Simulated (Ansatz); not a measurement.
Wanted: the native input for an Ansatz 0.2.0 run.

```yaml
Task: relaxation of cell and atoms
Functional: RPBE
Potentials_or_basis: Ansatz PAW
Cutoff: "420 eV (not typed: the program's choice for these potentials)"
k_mesh: 10 × 10 × 10
Occupations: fermi-dirac, width 0.05 eV
Spin: no spin polarisation
```

The system is C.

```xyz
3
Lattice="2.6197 0.0000 0.0000 0.0000 2.6197 0.0000 0.0000 0.0000 2.6197" Properties=species:S:1:pos:R:3 pbc="T T T"
C     0.0000    1.3099    1.3099
C     1.3099    0.0000    1.3099
C     1.3099    1.3099    0.0000
```

The cell was built by a generator and needn't be a form met in nature.

These files were run (other wordings do the same):

input.yaml

```yaml
crystal:
  lattice:
    - [2.61972, 0.0, 0.0]
    - [0.0, 2.61972, 0.0]
    - [0.0, 0.0, 2.61972]
  atoms:
    - { symbol: C, position: [0.0, 0.5, 0.5] }
    - { symbol: C, position: [0.5, 0.0, 0.5] }
    - { symbol: C, position: [0.5, 0.5, 0.0] }
hamiltonian:
  xc: rpbe
  pseudopotentials: { kind: paw }
kpoints:
  mp_grid: { grid: [10, 10, 10] }
scf:
  occupations: { method: fermi_dirac, width: 0.05 }
output:
  forces: true
  stress: true
  eigenvalues: true
  write_density: true
  write_potential: true
  elf: true
  volumetric_format: npy
relax:
  f_tol: 0.01
  max_steps: 40
  cell: { stress_tol: 0.05 }
```

Potentials or basis: Ansatz PAW.

Run with:

```console
$ ansatz run input.yaml --threads 2 --pin off --max-ram 5632MiB --backend cpu --events-out ev --progress --plain --runs-dir out
```

It gave:

* Relaxed volume: 6.27 Å³/atom
* Relaxed cell: a = 2.660 Å, b = 2.660 Å, c = 2.660 Å, α = 90.00°, β = 90.00°, γ = 90.00°
* Space group after relaxing (to 0.05 Å): Pm-3m (No. 221)
* Energy gained by relaxing: 7.1 meV/atom
* Ionic steps: 7
* Pressure after relaxing: 0.0 GPa
* Band gap on the k mesh: none (metal or under the smearing width)

Caveat: the plane-wave basis is chosen anew once the cell has moved, so the energies of steps on either side of that aren't comparable; the pressure holds a Pulay correction of +0.6 GPa for the finite cutoff; the PAW data sets come from PBE, with cores solved anew for the run's functional, which leaves a small shift of forces and pressure.

It took 3 s on 2 threads of Arm Neoverse V2, on a shared host, peak memory 0.27 GiB.
